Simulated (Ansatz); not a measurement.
# AgCl: the cost of one run

Program: Ansatz 0.2.0. Level of theory: DFT PBEsol, scalar-relativistic. These are calculated values, not measurements.

### 1 Starting point

It takes space group Cmcm (No. 63, orthorhombic). Conventional cell: a = 3.742 Å, b = 11.113 Å, c = 3.924 Å, α = 90.00°, β = 90.00°, γ = 90.00°. Ag (site symmetry m2m) is surrounded by 5 Cl at 2.73 to 2.91 Å and 2 Ag at 3.02 Å. Cl (site symmetry m2m) is surrounded by 5 Ag at 2.73 to 2.91 Å.

Coordinates:

```
Ag Cl
1.0
     1.87091   -5.55660    0.00000
     1.87091    5.55660    0.00000
     0.00000    0.00000    3.92404
Ag Cl
2 2
Direct
  0.39656 0.60344 0.75000
  0.60344 0.39656 0.25000
  0.86545 0.13455 0.25000
  0.13455 0.86545 0.75000
```

Atoms are numbered in the order of the input: Ag1, Ag2, Cl3, Cl4.

### 2 After the deformation

Space group Cmcm before, Cmcm after.

### 3 All-electron LAPW

input.yaml reads:

```yaml
crystal:
  lattice:
    - [1.870909703, -5.5565952358, 0.0]
    - [1.870909703, 5.5565952358, 0.0]
    - [0.0, 0.0, 3.8063162295]
  atoms:
    - { symbol: Ag, position: [0.3965554, 0.6034446, 0.75] }
    - { symbol: Ag, position: [0.6034446, 0.3965554, 0.25] }
    - { symbol: Cl, position: [0.86544873, 0.13455127, 0.25] }
    - { symbol: Cl, position: [0.13455127, 0.86544873, 0.75] }
kpoints:
  mp_grid: { grid: [9, 9, 8] }
  band_path:
    path:
      - [0.0, 0.0, 0.0]
      - [-0.5, 0.5, 0.0]
      - [-0.2783418463, 0.7216581537, 0.0]
      - [0.2783418463, 0.2783418463, 0.0]
      - [0.0, 0.0, 0.0]
      - [0.0, 0.0, 0.5]
      - [0.2783418463, 0.2783418463, 0.5]
      - [-0.2783418463, 0.7216581537, 0.5]
      - [-0.5, 0.5, 0.5]
    npoints: 5
scf:
  occupations: { method: fermi_dirac, width: 0.03 }
hamiltonian:
  xc: pbesol
  pseudopotentials: { kind: all_electron, lapw: { basis_error: 0.001 } }
output:
  forces: true
  stress: true
  eigenvalues: true
```

Launch:

```console
ansatz run input.yaml --threads 1 --pin off --max-ram 6144MiB --backend cpu --events-out ev --progress --plain --runs-dir out
```

**Question.** How long does this run take on 1 thread of Arm Neoverse V2, shared host, and how much memory does it need?

About 1.7 min, with a peak of 0.82 GiB.
